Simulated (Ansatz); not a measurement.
## NaI in Ansatz: the effect of functional

The system is NaI.

```xyz
2
Lattice="0.0000 3.2999 3.2999 3.2999 0.0000 3.2999 3.2999 3.2999 0.0000" Properties=species:S:1:pos:R:3 pbc="T T T"
I     3.2999    3.2999    3.2999
Na    0.0000    0.0000    0.0000
```

The cell isn't the ideal one: volume scaled by 1.06.

Alike in all runs:

```yaml
Program: Ansatz 0.2.0
Task: single point
Potentials_or_basis: Ansatz PAW
k_mesh: 7 × 7 × 7
Occupations: fermi-dirac, width 0.05 eV
Spin: no spin polarisation
```

| functional | cutoff | gap on the mesh (eV) | pressure (GPa) |
| --- | --- | --- | --- |
| LDA | 420 eV (not typed: the program's choice for these potentials) | ? | ? |
| PBEsol | 420 eV (not typed: the program's choice for these potentials) | 3.37 | -1.2 |
| r2SCAN | 500 eV (not typed: the program's choice for these potentials) | 4.26 | -0.9 |

Problem. What does the run with functional LDA give?

Solution. gap on the mesh 3.19 eV; pressure -2.3 GPa.

Caveats: odd divisions of the mesh miss points on the zone boundary, where band edges often lie, so the gap on the mesh can be too wide; spin-orbit coupling is left out, which moves the levels of the heavy elements; the PAW data sets come from PBE, with cores solved anew for the run's functional, which leaves a small shift of forces and pressure.

